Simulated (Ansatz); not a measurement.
Piezoelectric tensor of InP

The calculation used DFT PBEsol, scalar-relativistic, plane waves, PAW (Ansatz 0.2.0). Plane waves to 420 eV; Γ-centred k mesh 10×10×10; fixed occupations. No spin polarisation.

The cell, relaxed at this level:
```yaml
crystal:
  lattice:
    - [0.00000, 2.93909, 2.93909]
    - [2.93909, 0.00000, 2.93909]
    - [2.93909, 2.93909, 0.00000]
  atoms:
    - { symbol: In, position: [0.00000, 0.00000, 0.00000] }
    - { symbol: P, position: [0.25000, 0.25000, 0.25000] }
```

Task: Give the relaxed-ion proper piezoelectric stress tensor e_iJ (C/m², Voigt columns xx yy zz yz xz xy).

Result:
```
x    0.000  0.000  0.000 -0.009  0.000  0.000
y    0.000  0.000  0.000  0.000 -0.009  0.000
z    0.000  0.000  0.000  0.000  0.000 -0.009
```
Signs follow the orientation of the cell as given.

Task: With the elastic constants (GPa, Voigt order)
C11 = 94.8, C12 = 52.9, C13 = 52.9, C22 = 94.8, C23 = 52.9, C33 = 94.8, C44 = 43.2, C55 = 43.2, C66 = 43.2 GPa; the others vanish.
find the strain coefficients d = e·C⁻¹ (pC/N).

Result:
```
x    0.00  0.00  0.00 -0.20  0.00  0.00
y    0.00  0.00  0.00  0.00 -0.20  0.00
z    0.00  0.00  0.00  0.00  0.00 -0.20
```

Cost: 1 run of about 2 core-minutes, on Arm Neoverse V2 (shared hosts).